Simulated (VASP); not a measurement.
A run of VASP 6.6.1 is set up as follows.

Contents of INCAR:

```
ALGO = Fast ; EDIFF = 1E-7
EDIFFG = -0.002 ; ENCUT = 520
GGA = PS ; IBRION = 2
ISIF = 3 ; ISMEAR = 0
KPAR = 4 ; LASPH = T
LCHARG = F ; LREAL = F
LWAVE = F ; NELM = 60
NSW = 80 ; PREC = Accurate
SIGMA = 0.02
```

KPOINTS

```
k-points
0
Gamma
  8 8 8
```

The input POSCAR:

```
Sn                                      
1.0
   -0.0000000000      3.2676744116      3.2676744116
    3.2676744116      0.0000000000      3.2676744116
    3.2676744116      3.2676744116     -0.0000000000
  Sn            
     2
Direct
     0.0000000000000000    0.0000000000000000    0.0000000000000000
     0.2500000000000000    0.2500000000000000    0.2500000000000000
```

Potentials or basis: VASP PAW PBE potentials, release 64 (Sn_d).

Launch:

```console
$ cat potpaw_PBE.64/Sn_d/POTCAR > POTCAR
$ mpirun -np 4 vasp_std > vasp.out
```

**Question.** What does it give for the band gap on the k mesh?

**Answer.** None (metal or under the smearing width).

Final structure:
```cif
data_structure
_symmetry_space_group_name_H-M 'P 1'
_symmetry_Int_Tables_number 1
_cell_length_a 4.6212
_cell_length_b 4.6212
_cell_length_c 4.6212
_cell_angle_alpha 60.000
_cell_angle_beta 60.000
_cell_angle_gamma 60.000
_cell_volume 69.78
loop_
_atom_site_label
_atom_site_type_symbol
_atom_site_fract_x
_atom_site_fract_y
_atom_site_fract_z
_atom_site_occupancy
Sn1 Sn 0.00000 0.00000 0.00000 1
Sn2 Sn 0.25000 0.25000 0.25000 1
```

Caveat: the relaxation stopped at its first step, so nothing moved.
